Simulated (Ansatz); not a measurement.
Runs of Ansatz 0.2.0 on HfO2. It takes space group Fm-3m (No. 225, cubic). Conventional cell: a = 5.115 Å, b = 5.115 Å, c = 5.115 Å, α = 90.00°, β = 90.00°, γ = 90.00°. Hf (site symmetry m-3m) is surrounded by 8 O at 2.21 Å. O (site symmetry -43m) has 4 Hf at 2.21 Å as nearest neighbours. Measurements of this composition are mostly on another form, of space group No. 14.

```tsv
cell	target pressure (GPa)	gap on the mesh (eV)	pressure (GPa)
relaxed to 30 GPa	30	(b)	30.0
relaxed	0	3.85	0.0
relaxed to 2 GPa	2	3.88	2.0
relaxed to 5 GPa	5	(a)	5.0
relaxed to 10 GPa	10	3.95	10.0
relaxed to 20 GPa	20	4.04	20.0
```

Alike in all rows: task relaxation of cell and atoms; level PBE; potentials or basis Ansatz PAW; no spin polarisation; k mesh 9 × 9 × 9; cutoff (eV) 420; smearing fermi-dirac 0.05 eV.

Problem. Fill in the values left out.

Solution. (a) 3.91; (b) 4.10.

Caveats: odd divisions of the mesh miss points on the zone boundary, where band edges often lie, so the gap on the mesh can be too wide; the plane-wave basis is chosen anew once the cell has moved, so the energies of steps on either side of that aren't comparable; spin-orbit coupling is left out, which moves the levels of the heavy elements.

A k mesh can miss the band edges, and the runs leave out spin-orbit coupling on Hf.
